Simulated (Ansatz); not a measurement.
# Sc in Cu(111), 2x2: scattering by a point defect

Aim: the resistance that Sc in Cu(111), 2x2 adds to the host.

Program: Ansatz 0.2.0. Level of theory: Ansatz plane-wave DFT, PBE, PAW files; ballistic transport by layer matching (Landauer), zero bias; PAW set soft_1, in the first sound run; inputs show where later runs differ. Results are calculated unless marked as measured.

## (1) Set-up

The cell holds 44 atoms: 43 Cu and 1 Sc. Cell: a = 5.112 Å, b = 5.112 Å, c = 23.005 Å, α = 86.8°, β = 93.2°, γ = 120.0°. It derives from Cu. Regions: lead, 24 atoms (24 Cu); scattering region, 20 atoms (19 Cu and 1 Sc). The structure is stacked along c, and the current runs across the ab planes.

## (2) Transmission at ideal sites

The defect sits in one plane of the supercell, all atoms on ideal sites; the layers about the cell's end are the lead. The mesh across the current, 12×12, is finer than the density's, because channels open and close sharply across the zone. Energies from -0.1 to 0.1 eV in steps of 0.05 eV are too few for the program's thermal sum, so it prints no conductance; for a metal the transmission near the Fermi level serves, at a fraction of the cost.

Input file input.yaml:

```yaml
crystal:
  lattice:
    - [5.1123254594, 0.0, 0.0]
    - [-2.5561627297, 4.4274037203, 0.0]
    - [-1.2780813649, 0.73790062, 22.9580794202]
  atoms:
    - { symbol: Cu, position: [0.0075757576, 0.9924242424, 0.0454545455] }
    - { symbol: Cu, position: [0.0075757576, 0.4924242424, 0.0454545455] }
    - { symbol: Cu, position: [0.5075757576, 0.9924242424, 0.0454545455] }
    - { symbol: Cu, position: [0.5075757576, 0.4924242424, 0.0454545455] }
    - { symbol: Cu, position: [0.1893939394, 0.3106060606, 0.1363636364] }
    - { symbol: Cu, position: [0.1893939394, 0.8106060606, 0.1363636364] }
    - { symbol: Cu, position: [0.6893939394, 0.3106060606, 0.1363636364] }
    - { symbol: Cu, position: [0.6893939394, 0.8106060606, 0.1363636364] }
    - { symbol: Cu, position: [0.3712121212, 0.1287878788, 0.2272727273] }
    - { symbol: Cu, position: [0.3712121212, 0.6287878788, 0.2272727273] }
    - { symbol: Cu, position: [0.8712121212, 0.1287878788, 0.2272727273] }
    - { symbol: Cu, position: [0.8712121212, 0.6287878788, 0.2272727273] }
    - { symbol: Cu, position: [0.053030303, 0.946969697, 0.3181818182] }
    - { symbol: Cu, position: [0.053030303, 0.446969697, 0.3181818182] }
    - { symbol: Cu, position: [0.553030303, 0.946969697, 0.3181818182] }
    - { symbol: Cu, position: [0.553030303, 0.446969697, 0.3181818182] }
    - { symbol: Cu, position: [0.2348484848, 0.2651515152, 0.4090909091] }
    - { symbol: Cu, position: [0.2348484848, 0.7651515152, 0.4090909091] }
    - { symbol: Cu, position: [0.7348484848, 0.2651515152, 0.4090909091] }
    - { symbol: Cu, position: [0.7348484848, 0.7651515152, 0.4090909091] }
    - { symbol: Sc, position: [0.4166666667, 0.0833333333, 0.5] }
    - { symbol: Cu, position: [0.4166666667, 0.5833333333, 0.5] }
    - { symbol: Cu, position: [0.9166666667, 0.0833333333, 0.5] }
    - { symbol: Cu, position: [0.9166666667, 0.5833333333, 0.5] }
    - { symbol: Cu, position: [0.0984848485, 0.9015151515, 0.5909090909] }
    - { symbol: Cu, position: [0.0984848485, 0.4015151515, 0.5909090909] }
    - { symbol: Cu, position: [0.5984848485, 0.9015151515, 0.5909090909] }
    - { symbol: Cu, position: [0.5984848485, 0.4015151515, 0.5909090909] }
    - { symbol: Cu, position: [0.2803030303, 0.2196969697, 0.6818181818] }
    - { symbol: Cu, position: [0.2803030303, 0.7196969697, 0.6818181818] }
    - { symbol: Cu, position: [0.7803030303, 0.2196969697, 0.6818181818] }
    - { symbol: Cu, position: [0.7803030303, 0.7196969697, 0.6818181818] }
    - { symbol: Cu, position: [0.4621212121, 0.0378787879, 0.7727272727] }
    - { symbol: Cu, position: [0.4621212121, 0.5378787879, 0.7727272727] }
    - { symbol: Cu, position: [0.9621212121, 0.0378787879, 0.7727272727] }
    - { symbol: Cu, position: [0.9621212121, 0.5378787879, 0.7727272727] }
    - { symbol: Cu, position: [0.1439393939, 0.8560606061, 0.8636363636] }
    - { symbol: Cu, position: [0.1439393939, 0.3560606061, 0.8636363636] }
    - { symbol: Cu, position: [0.6439393939, 0.8560606061, 0.8636363636] }
    - { symbol: Cu, position: [0.6439393939, 0.3560606061, 0.8636363636] }
    - { symbol: Cu, position: [0.3257575758, 0.1742424242, 0.9545454545] }
    - { symbol: Cu, position: [0.3257575758, 0.6742424242, 0.9545454545] }
    - { symbol: Cu, position: [0.8257575758, 0.1742424242, 0.9545454545] }
    - { symbol: Cu, position: [0.8257575758, 0.6742424242, 0.9545454545] }
kpoints:
  mp_grid: { grid: [5, 5, 1] }
hamiltonian:
  xc: pbe
  pseudopotentials: { kind: paw, azcp: { folder: soft_1 } }
scf:
  occupations: { method: fermi_dirac, width: 0.1 }
output:
  transmission: { leads: [[0, 4]], kmesh: [12, 12], e_range: [-0.1, 0.1], de: 0.05 }
  write_potential: true
  write_density: true
  volumetric_format: npy
  elf: true
```

On the command line:

```bash
$ ansatz run input.yaml --threads 4 --pin off --max-ram 15360MiB --backend cpu --events-out ev --progress --plain --runs-dir out
```

Numbers of over 12 decimals in the logs are rounded to 6 here.

Log:

```text
Engine: ansatz 0.2.0, x86_64-unknown-linux-gnu
Pseudopotentials: kind: paw
Pseudopotential: Cu, paw, valence charge 19, recommended cutoff 420 eV (normal), soft_1/Cu.paw.azcp
Pseudopotential: Sc, paw, valence charge 11, recommended cutoff 420 eV (normal), soft_1/Sc.paw.azcp
Functional definition: PBE
  parameter kappa = 0.804
  parameter beta = 0.066725
  exchange = pbe_x(kappa = kappa, mu = beta*pi^2/3)
  correlation = pbe_c(beta = beta)
Crystal: 44 atoms, lattice volume = 519.641 Å³
Basis set: ecut = 420 eV, 10219 PW (Γ)
Bands: 497, of which v1, the nominal top of the filled ones, is band 414 counted from 1 (413 counted from 0)
Symmetry: 4 space group operations
Space group: C2/m (ITA 12), of the structure as read, at distance tolerance 8.0e-5 Å
k-points: 9 of 25
Non-local potential: Cu, projectors of the file, l = 0: 3, l = 1: 2, l = 2: 3, l = 3: 1
Non-local potential: Sc, projectors of the file, l = 0: 3, l = 1: 2, l = 2: 3, l = 3: 1
PAW form: soft (Blöchl's): semilocal exchange-correlation on the pseudo side does not see the compensation charge
PAW one-centre angular grid: Cu, 590 points (default); XC on 64 Gauss nodes
PAW one-centre angular grid: Sc, 590 points (default); XC on 64 Gauss nodes
Initial density: superposition of atomic densities (chi_scale 0.1, normalization cell, long waves 58 % of neutral atoms (reshape's long-wave potential 1.58 eV rms, cloud 3.02 Å wide))
Initial wavefunctions: pseudopotential atomic-orbital guess
Functional: x = pbe(κ = 0.804, μ = 0.219515), c = pbe(β = 0.066725)
SCF iter   1: F=—  HF=-287092.959975 eV  |F-HF|=—  |Δ(HF+E_count)|=         —  Δρ=3.80e-1  dr2=2.84e3  ethr=3.10e-3  ⟨swp⟩=4.6  Hψ=13205  notcnv=0  defer=30
preconditioner: auto → Kerker (q_TF=auto, 2.949 Å⁻¹)  [metal: Δε(μ)=0.004 eV  Ē_g=9.127 eV  σ=0.100 eV  W_gap=0.01  n_scr=240 (ndim 8)  ℏωp=35.8 eV  f_vac=0.000  D(μ)=48.88/eV (n_scr^D=628)]
SCF iter   2: F=—  HF=-287031.983330 eV  |F-HF|=—  |Δ(HF+E_count)|=    6.10e1  Δρ=1.08e-1  dr2=5.95e2  ethr=3.10e-3  ⟨swp⟩=2.1  Hψ=8525  notcnv=0  defer=496
SCF iter   3: F=—  HF=-287021.489797 eV  |F-HF|=—  |Δ(HF+E_count)|=    1.05e1  Δρ=5.40e-2  dr2=1.15e2  ethr=3.10e-3  ⟨swp⟩=2.0  Hψ=5306  notcnv=0  defer=518
SCF iter   4: F=—  HF=-287019.008168 eV  |F-HF|=—  |Δ(HF+E_count)|=    2.48e0  Δρ=2.51e-2  dr2=6.43e1  ethr=3.10e-3  ⟨swp⟩=2.1  Hψ=7060  notcnv=0  defer=523
SCF iter   5: F=—  HF=-287018.941832 eV  |F-HF|=—  |Δ(HF+E_count)|=   6.63e-2  Δρ=9.59e-3  dr2=2.34e1  ethr=3.10e-3  ⟨swp⟩=2.1  Hψ=4513  notcnv=0  defer=528
SCF iter   6: F=—  HF=-287018.586229 eV  |F-HF|=—  |Δ(HF+E_count)|=   3.56e-1  Δρ=1.85e-2  dr2=8.78e0  ethr=2.83e-3  ⟨swp⟩=2.0  Hψ=5335  notcnv=0  defer=526
SCF iter   7: F=—  HF=-287018.426944 eV  |F-HF|=—  |Δ(HF+E_count)|=   1.59e-1  Δρ=5.51e-3  dr2=1.64e0  ethr=1.06e-3  ⟨swp⟩=2.0  Hψ=4498  notcnv=0  defer=526
SCF iter   8: F=—  HF=-287018.433054 eV  |F-HF|=—  |Δ(HF+E_count)|=   6.11e-3  Δρ=2.64e-3  dr2=3.38e-1  ethr=1.98e-4  ⟨swp⟩=2.0  Hψ=4597  notcnv=0  defer=525
SCF iter   9: F=—  HF=-287018.424443 eV  |F-HF|=—  |Δ(HF+E_count)|=   8.61e-3  Δρ=1.61e-3  dr2=6.30e-2  ethr=4.08e-5  ⟨swp⟩=1.0  Hψ=3947  notcnv=0  defer=525
SCF iter  10: F=—  HF=-287018.422833 eV  |F-HF|=—  |Δ(HF+E_count)|=   1.61e-3  Δρ=5.72e-4  dr2=1.40e-2  ethr=7.61e-6  ⟨swp⟩=1.0  Hψ=4216  notcnv=0  defer=525
SCF iter  11: F=—  HF=-287018.422555 eV  |F-HF|=—  |Δ(HF+E_count)|=   2.78e-4  Δρ=1.24e-4  dr2=7.41e-4  ethr=1.69e-6  ⟨swp⟩=1.0  Hψ=3947  notcnv=0  defer=525
SCF iter  12: F=—  HF=-287018.422522 eV  |F-HF|=—  |Δ(HF+E_count)|=   3.30e-5  Δρ=9.31e-5  dr2=1.88e-4  ethr=8.95e-8  ⟨swp⟩=1.6  Hψ=4195  notcnv=0  defer=525
SCF iter  13: F=—  HF=-287018.422517 eV  |F-HF|=—  |Δ(HF+E_count)|=   5.31e-6  Δρ=8.16e-5  dr2=2.55e-5  ethr=2.27e-8  ⟨swp⟩=2.0  Hψ=5444  notcnv=0  defer=525
SCF iter  14: F=—  HF=-287018.422377 eV  |F-HF|=—  |Δ(HF+E_count)|=   1.40e-4  Δρ=1.27e-5  dr2=4.03e-6  ethr=3.08e-9  ⟨swp⟩=2.0  Hψ=7542  notcnv=0  defer=525
SCF iter  15: F=—  HF=-287018.422377 eV  |F-HF|=—  |Δ(HF+E_count)|=   7.04e-8  Δρ=1.01e-5  dr2=2.27e-6  ethr=4.87e-10  ⟨swp⟩=1.4  Hψ=3951  notcnv=0  defer=525
SCF iter  16: F=—  HF=-287018.422377 eV  |F-HF|=—  |Δ(HF+E_count)|=   6.33e-8  Δρ=1.13e-5  dr2=1.74e-6  ethr=2.74e-10  ⟨swp⟩=2.1  Hψ=5926  notcnv=0  defer=525
SCF iter  17: F=—  HF=-287018.422377 eV  |F-HF|=—  |Δ(HF+E_count)|=   7.49e-8  Δρ=2.86e-6  dr2=1.23e-7  ethr=2.10e-10  ⟨swp⟩=1.6  Hψ=4113  notcnv=0  defer=525
SCF iter  18: F=-287018.422377 eV  HF=-287018.422377 eV  |F-HF|=2.02e-8  |Δ(HF+E_count)|=   6.75e-9  Δρ=1.63e-6  dr2=1.47e-8  ethr=1.21e-11  ⟨swp⟩=7.4  Hψ=15624  notcnv=0
SCF 1 converged in 18 iterations: F = -287018.422377 eV  dr2 = 1.47e-8
  greatest PAW one-centre occupation: 1.000 electrons in one spin orbital (limit 2), on the Cu atom at site 31 (counted from 0), in its partial waves of l = 0
transmission: 151 of 1505 steps passed
transmission: 303 of 1505 steps passed
[...]
transmission: 1505 of 1505 steps passed
SCF converged after 18 iterations
Free energy (F): -287018.422377 eV
Harris-Foulkes:  -287018.422377 eV  (|F-HF|=2.02e-8)
Internal energy: -287017.914573 eV  (E = F + TS)
E sigma→0 (E₀):  -287018.168475 eV
Entropy (-TS):   -0.507804 eV (-11.541 meV/atom)
Fermi energy:    16.492191 eV
--- Per-component energies (eV) ---
  E_band       = -15811.009580
  E_kinetic    = 11480.142370
  E_local      = -195580.510929  (includes V_loc(G=0)·N_el)
  E_nonlocal   = 38384.691906
  E_hartree    = 82938.473600
  E_xc         = -3061.185287
  E_vxc        = -3947.942344  (∫ρ·V_xc dr)
  E_paw        = -79019.665403  (= ΣΔE_a)
  E_vpaw       = -32024.357812  (= ΣTr[D̂ρ^β])
  E_aug_tail   = 0.044244  (compensation charges beyond the density's cutoff)
  E_ewald      = -142159.905074
  E_smearing   = -0.507804  (= −TS)
  E_closure    = -0.000000  (closes the sum)
  Σ components = -287018.422377   (vs F -287018.422377, Δ=0.00e0)
--- Band table (eV; the first three rows and the last of 9) ---
  k-point 0: bands = [... 410 lower, 16.3749, 16.6820, 16.7154, 16.7428, 17.0139, 17.0567, 17.1226, 17.2829, ... 79 higher]
  k-point 1: bands = [... 410 lower, 16.2270, 16.2321, 16.2886, 16.3827, 16.4124, 16.5083, 16.5793, 16.7168, ... 79 higher]
  k-point 2: bands = [... 410 lower, 16.2442, 16.2587, 16.3474, 16.3655, 16.5218, 16.5887, 16.7394, 16.8665, ... 79 higher]
  k-point 8: bands = [... 410 lower, 16.2309, 16.2939, 16.2968, 16.3131, 16.4679, 16.4721, 16.6752, 16.6946, ... 79 higher]
--- Transmission ---
  basis      : 199 plane waves across, 35 finite elements along
  points     : 43, standing for a mesh of 12 x 12
  energies   : 5 from -0.100000 to 0.100000 eV about the Fermi level, 0.050000 eV apart; the leads are filled to 0.000000 eV, and channels, transmission and decay are at 0.000000 eV
  crystal 0  : Cu4, at the sites [0, 4], period 2.0871 Å, over 20.87 Å; its Hamiltonian steps by up to 3.9 meV
    offset         : up to 0.0000 Å between an atom of the period and one for which it stands
    channels       : 3.118056e0 a spin
    conductance    : none, the energies end too early or step too widely for 300 K: set another output.transmission.e_range or a lower de, or, where they end at an eighth of basis.ecutwfc, a higher one
  junction   : crystal 0 to crystal 0, 0.70 to 21.57 Å
    transmission   : 2.106491e0 a spin
    conductance    : none, the energies end too early or step too widely for 300 K: set another output.transmission.e_range or a lower de, or, where they end at an eighth of basis.ecutwfc, a higher one
```

Wall time 3.7 min (4 threads of Intel Xeon Platinum 8488C (Sapphire Rapids), shared host); peak memory 5.2 GiB.

Numbers from this step:

```yaml
free_energy: -287018.4224 eV
energy_at_zero_smearing: -287018.1685 eV
fermi_energy: 16.49 eV
cell_area: 22.63 Å²
transmission_per_spin_nearest_the_fermi_level: 2.106
open_channels_per_spin_nearest_the_fermi_level: 3.118
step_of_the_lead_s_potential: 3.9 meV
```

Per spin. Transmission, zone mean against energy, zero at the Fermi level:

```
energy (eV)  transmission, zone mean
    -0.1000                     2.26
    -0.0500                     2.21
     0.0000                     2.11
     0.0500                     1.98
     0.1000                     1.94
```

Per spin. Table of open channels, zone mean, lead by energy, zero at the Fermi level:

```
energy (eV)  open channels, zone mean, lead
    -0.1000                            3.15
    -0.0500                            3.15
     0.0000                            3.12
     0.0500                            3.15
     0.1000                            3.15
```

Transmission over k1 and k2. At 0.0000 eV from the Fermi level.

Values, 12 rows by 12 columns:
```
1.82 2.23 1.96 2.31 2.31 1.96 2.23 1.82 2.22 2.19 2.19 2.22
2.24 1.96 2.42 2.17 2.41 2.17 2.42 1.96 2.24 1.50 2.18 2.19
2.23 2.31 2.17 2.64 2.12 2.12 2.64 2.16 2.31 2.23 1.50 2.19
2.24 2.31 2.41 2.12 2.13 1.78 2.13 2.11 2.41 2.31 2.24 2.22
1.82 1.96 2.17 2.12 1.78 1.55 1.55 1.78 2.11 2.16 1.96 1.82
2.16 2.23 2.42 2.64 2.13 1.55 0.02 1.55 2.13 2.64 2.42 2.23
1.82 1.82 1.96 2.16 2.11 1.78 1.55 1.55 1.78 2.12 2.17 1.96
2.24 2.22 2.24 2.31 2.41 2.11 2.13 1.78 2.13 2.12 2.41 2.31
2.23 2.19 1.50 2.23 2.31 2.16 2.64 2.12 2.12 2.64 2.17 2.31
2.24 2.19 2.18 1.50 2.24 1.96 2.42 2.17 2.41 2.17 2.42 1.96
1.82 2.22 2.19 2.19 2.22 1.82 2.23 1.96 2.31 2.31 1.96 2.23
2.16 1.82 2.24 2.23 2.24 1.82 2.16 1.82 2.24 2.23 2.24 1.82
```
Columns: k1 (b1) from -0.5 to 0.417; rows upwards: k2 (b2) from -0.5 to 0.417.

Open channels over k1 and k2. At 0.0000 eV from the Fermi level.

Values, 12 rows by 12 columns:
```
3.00 4.00 3.00 3.00 3.00 3.00 4.00 3.00 3.00 3.00 3.00 3.00
3.00 3.00 4.00 3.00 3.00 3.00 4.00 3.00 3.00 2.00 3.00 3.00
3.00 3.00 3.00 4.00 3.00 3.00 4.00 3.00 3.00 3.00 2.00 3.00
3.00 3.00 3.00 3.00 3.00 3.00 3.00 3.00 3.00 3.00 3.00 3.00
3.00 3.00 3.00 3.00 3.00 3.00 3.00 3.00 3.00 3.00 3.00 3.00
4.00 4.00 4.00 4.00 3.00 3.00 3.00 3.00 3.00 4.00 4.00 4.00
3.00 3.00 3.00 3.00 3.00 3.00 3.00 3.00 3.00 3.00 3.00 3.00
3.00 3.00 3.00 3.00 3.00 3.00 3.00 3.00 3.00 3.00 3.00 3.00
3.00 3.00 2.00 3.00 3.00 3.00 4.00 3.00 3.00 4.00 3.00 3.00
3.00 3.00 3.00 2.00 3.00 3.00 4.00 3.00 3.00 3.00 4.00 3.00
3.00 3.00 3.00 3.00 3.00 3.00 4.00 3.00 3.00 3.00 3.00 4.00
4.00 3.00 3.00 3.00 3.00 3.00 4.00 3.00 3.00 3.00 3.00 3.00
```
Columns: k1 (b1) from -0.5 to 0.417; rows upwards: k2 (b2) from -0.5 to 0.417.

ELF in the ca plane at fractional y = 0.083, with atoms of Sc and Cu within 0.2 Å of it. It is the smooth field of the valence electrons, not physical close to the nuclei.

Ten even steps from '0' (0.14) to '9' (0.65), each cell a mean:
```
21112000000111112222221059101322222222210261
11122004500222222222221047102221121000110000
11122003300111112211121000012100111000011000
21122100001100001100012111122000010000012111
21111100011000001100012100012100010000011000
10001211122000001100011023101100111000110000
11001100001100001111120499920221111111210261
21112000000111011222311850850332211122210261
11122004500222111223311862940322111000110000
11122003300211011111220499601210110000011000
21122000001100001100111012001100010000012111
21111100011000001100012100122000010000011000
10001211122000001100012111122100111000110000
11001100001100001110121000002211121111210261
```
Columns run along c (16.0 Å, from fractional 0.11 to 0.80 of the cell), rows up along a (5.1 Å). Atoms in or near the plane, at fractional coordinates: Sc at (0.50, 0.42), Cu at (0.50, 0.92), Cu at (0.77, 0.46), Cu at (0.77, 0.96).

Electrostatic potential energy in the ca plane at fractional y = 0.083, with atoms of Sc and Cu within 0.2 Å of it. With pseudopotentials it is smooth inside the atoms' cores, unlike the true potential.

Ten even steps from '0' (-44 eV) to '9' (19 eV), each cell a mean:
```
99999962258999999999998400169999999999995001
99999830027999999999998400179999999988997435
99999830038999999999999732589988999766899888
99999964469986789988899987899877898634799999
99999998899963479986799988999877899645899878
99999999999863479987899876789988999878997424
99999998789976799999998632479999999999995001
99999962258999999999998400268999999999995001
99999830027999999999998410268999999988997435
99999830038999999999998643589988999766899888
99999964469986789988899877899877898634799999
99999998899963479986799998999877899645899878
99999999999863479987899977899988999878997424
99999998789976799999999721489999999999995001
```
Columns run along c (16.0 Å, from fractional 0.11 to 0.80 of the cell; values clipped at the 3rd and 97th percentile), rows up along a (5.1 Å). Atoms in or near the plane, at fractional coordinates: Sc at (0.50, 0.42), Cu at (0.50, 0.92), Cu at (0.77, 0.46), Cu at (0.77, 0.96).

Valence density in the ca plane at fractional y = 0.083, with atoms of Sc and Cu within 0.2 Å of it. It is the smooth field of the valence electrons, not physical close to the nuclei.

Ten steps, logarithmic in the rise over the least value, from '0' (0 e/Å³) to '9' (49 e/Å³), each cell a mean:
```
00000025531000000000000489620000000000003786
00000148851000000000000489620000000000001453
00000047841000000000000245300000000122100110
00000024420011100001100011000011000243100000
00000001100023310012100000000111000233100111
00000000000024310011100011100011000011001353
00000001100012100000000244310000000000003796
00000025531000000000000356520000000000003786
00000148851000000000000355420000000000001453
00000047841000000000000234200000000122100110
00000024420011100001100011000011000243100000
00000001100023310012100000000111000233100111
00000000000024310011100011100011000011001353
00000001100012100000000246310000000000003796
```
Columns run along c (16.0 Å, from fractional 0.11 to 0.80 of the cell), rows up along a (5.1 Å). Atoms in or near the plane, at fractional coordinates: Sc at (0.50, 0.42), Cu at (0.50, 0.92), Cu at (0.77, 0.46), Cu at (0.77, 0.96).

Over the solved energies the transmission per spin lies between 1.94 and 2.26, out of 3.14 channels of the lead on average (up to 3.15).

## (3) Resistance at ideal sites

This step: Ansatz plane-wave DFT, PBE, PAW files; ballistic transport by layer matching (Landauer), zero bias; area resistance of the defect plane and resistivity an atomic per cent; PAW set soft_1 (Ansatz 0.2.0).

This step gave:

* area resistance: 0.4606 fΩ m²
* T over the leads' mean channel count: 0.6691
* resistivity per at.% scaled from this dense plane, with the factor 3/4 for isotropic scattering: 6.621 µΩ cm

Averaged over the energies near the Fermi level, 66.9 % of the channels pass, which makes 0.461 fΩ m².

By hand, with T and the leads' channels N averaged over the energies near the Fermi level: RA = A (h/2e²)(1/T − 1/N) = 22.63×10⁻²⁰ m² × 12 906 Ω × (1/2.099 − 1/3.137) = 0.461 fΩ m². Per atomic per cent: RA × A / V_atom × 0.01 × 3/4 = 6.62 µΩ cm, with the host's V_atom = 11.81 Å³.

[end of part 1 of 3]

[Logs are printed without paths, hosts, clocks, repeated set-up lines and the standing remarks that a program may print on its own settings, such as how far it seeks lower states.]

[Hosts, paths, dates, database ids (printed as entryN), source tags and the programs' standing remarks are cut or masked in the printed files.]
